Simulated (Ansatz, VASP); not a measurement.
One calculation of TaN, two programs

File INCAR:

```
SYSTEM = TaN
PREC = Accurate
ENCUT = 600
EDIFF = 1E-6
ISMEAR = -1
SIGMA = 0.02
LREAL = .FALSE.
LASPH = .TRUE.
NELM = 80
ALGO = Normal
ISIF = 3
LWAVE = .FALSE.
LCHARG = .FALSE.
IBRION = 2
NSW = 100
EDIFFG = -0.02
```

File KPOINTS:

```
Automatic mesh
0
G
  10 10 9
  0 0 0
```

POSCAR

```
TaN
1.0
    2.8780239874      0.0000000000      0.0000000000
   -1.4390119937      2.4924418858      0.0000000000
    0.0000000000      0.0000000000      2.8241467514
Ta N
1 1
Direct
    0.3333333333      0.6666666667      0.5000000000
    0.0000000000      0.0000000000      0.0000000000
```

Input for Ansatz:

```yaml
crystal:
  lattice:
    - [2.8780239874, 0.0, 0.0]
    - [-1.4390119937, 2.4924418858, 0.0]
    - [0.0, 0.0, 2.8241467514]
  atoms:
    - { symbol: Ta, position: [0.3333333333, 0.6666666667, 0.5] }
    - { symbol: "N", position: [0.0, 0.0, 0.0] }
kpoints:
  mp_grid: { grid: [10, 10, 9] }
scf:
  occupations: { method: fermi_dirac, width: 0.02 }
hamiltonian:
  xc: lda
  pseudopotentials: { kind: all_electron, lapw: { basis_error: 0.001 } }
output:
  forces: true
  stress: true
relax:
  f_tol: 0.02
  max_steps: 80
  cell: {}
  max_displacement: 0.1
```

Alike in both runs: task relaxation of cell and atoms; functional LDA; k mesh 10 × 10 × 9; occupations fermi-dirac, width 0.02 eV; no spin polarisation.

|  | VASP | Ansatz |
| --- | --- | --- |
| version | VASP 6.6.1 | Ansatz 0.2.0 |
| potentials or method | VASP PAW LDA potentials, release 64 (Ta_pv, N) | all-electron LAPW, scalar-relativistic |
| plane-wave cutoff (eV) | 600 | see its input |

Ansatz gave:

* relaxed volume (Å³/atom): 10.43
* relaxed cell length with the largest relative difference (Å): 2.851
* energy change over the relaxation (meV/atom): -11

What did VASP give for the same quantities?

Relaxed volume (Å³/atom): 10.48; relaxed cell length with the largest relative difference (Å): 2.856; energy change over the relaxation (meV/atom): -15.

Ansatz ran all-electron here, so the differences hold the error of VASP's frozen core and of both bases.

The runs have no spin-orbit coupling, so splittings on Ta are missing.
